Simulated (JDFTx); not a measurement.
## Sc under changes of volume

One of the cells (25.253 Å³/atom); the others are scaled copies at fixed shape and fractional positions:

```
Sc
1.0
    -1.91721    1.91721    1.71760
     1.91721   -1.91721    1.71760
     1.91721    1.91721   -1.71760
Sc
1
Direct
  0.00000 0.00000 0.00000
```

This isn't the form of Sc at room conditions, which is hcp.

```yaml
Program: JDFTx 1.7.0 (patched build)
Functional: PBE
Potentials_or_basis: PseudoDojo-SR-PBE-0.5-standard
Cutoff: 1061 eV
Density_cutoff: 4245 eV
k_mesh: 10 × 10 × 10
Occupations: fermi-dirac, width 0.05 eV
Spin: no spin polarisation
```

| volume (Å³/atom) | energy over the lowest point (meV/atom) | pressure (GPa) |
| --- | --- | --- |
| 23.738 | 8.29 | 2.6 |
| 24.243 | 2.33 | 1.3 |
| 24.748 | 0.00 | 0.2 |
| 25.253 | 1.03 | -0.8 |
| 25.758 | 5.16 | -1.7 |
| 26.264 | 12.14 | -2.6 |
| 26.769 | ? | ? |

What does the run at 26.769 Å³/atom give?

Energy over the lowest point 21.75 meV/atom; pressure -3.4 GPa.

Worked out: A Birch-Murnaghan fit of order 3 (a polynomial in V^(-2/3)) to the other rows has its minimum at 24.84 Å³/atom with B0 = V·E''(V) = 52 GPa and B' = 3.0 at fixed shape and positions, which overstates the stiffness. It gives 21.74 meV/atom at 26.769 Å³/atom, against the run's 21.75, and -dE/dV = -3.4 GPa, against -3.4.

Energies are extrapolated to zero smearing.
